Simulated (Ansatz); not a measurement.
Al under changes of volume

One of the cells (16.669 Å³/atom); the others are scaled copies at fixed shape and fractional positions:

```
CELL_PARAMETERS angstrom
2.81246 0.00000 0.00000
-1.40623 2.43566 0.00000
0.00000 0.00000 4.86685
ATOMIC_POSITIONS crystal
Al 0.33333 0.66667 0.25000
Al 0.66667 0.33333 0.75000
```

This isn't the form of Al at room conditions, which is fcc.

| Quantity | Value |
| --- | --- |
| Program | Ansatz 0.2.0 |
| Functional | LDA |
| Potentials or basis | all-electron LAPW, scalar-relativistic |
| Cutoff | 139 eV (chosen from the basis error) |
| Basis error allowed | 0.001 eV/atom |
| k mesh | 11 × 11 × 6 |
| Occupations | fermi-dirac, width 0.05 eV |
| Spin | no spin polarisation |

| volume (Å³/atom) | energy over the lowest point (meV/atom) | pressure (GPa) |
| --- | --- | --- |
| 15.669 | ? | ? |
| 16.003 | 0.00 | 0.0 |
| 16.336 | 1.68 | -1.6 |
| 16.669 | 6.53 | -3.0 |
| 17.003 | 14.21 | -4.3 |
| 17.336 | 24.40 | -5.4 |
| 17.670 | 36.81 | -6.4 |

Problem. What does the run at 15.669 Å³/atom give?

Solution. Energy over the lowest point 1.86 meV/atom; pressure 1.8 GPa.

Worked out: A Birch-Murnaghan fit of order 3 (a polynomial in V^(-2/3)) to the other rows has its minimum at 16.01 Å³/atom with B0 = V·E''(V) = 83 GPa and B' = 4.8 at fixed shape and positions, which overstates the stiffness. It gives 1.92 meV/atom at 15.669 Å³/atom, against the run's 1.86, and -dE/dV = 1.9 GPa, against 1.8.

Energies are extrapolated to zero smearing.
